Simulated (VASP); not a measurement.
NaCl, 2 atoms in the cell. Symmetry: Fm-3m, No. 225, cubic system. Conventional cell: a = 5.604 Å, b = 5.604 Å, c = 5.604 Å, α = 90.00°, β = 90.00°, γ = 90.00°. Around Na (site symmetry m-3m) lie 6 Cl at 2.80 Å. Around Cl (site symmetry m-3m) lie 6 Na at 2.80 Å. 

```yaml
Program: VASP 6.6.1
Task: relaxation of cell and atoms
Functional: r2SCAN
Potentials_or_basis: VASP PAW PBE potentials, release 64 (Na_pv, Cl)
Cutoff: 600 eV
k_mesh: 8 × 8 × 8
Occupations: gaussian, width 0.02 eV
Spin: no spin polarisation
Further_INCAR_settings: ALGO = Normal; EDIFF = 1e-07; IBRION = 2; EDIFFG = -0.004; NSW = 80; ISIF = 3
```

Potentials or basis: VASP PAW PBE potentials, release 64 (Na_pv, Cl).

The run is started by

```sh
$ cat potpaw_PBE.64/Na_pv/POTCAR potpaw_PBE.64/Cl/POTCAR > POTCAR
$ mpirun -np 1 vasp_std > vasp.out
```

Hardware: 1 thread of Intel(R) Xeon(R) 6975P-C (Granite Rapids) (shared host).

Q: How long does it take, and how much memory?

A: It took 75 s on 1 thread of Intel(R) Xeon(R) 6975P-C (Granite Rapids), on a shared host, peak memory 0.19 GiB. Counts: scf iterations 51, k points 29, ion steps 4.
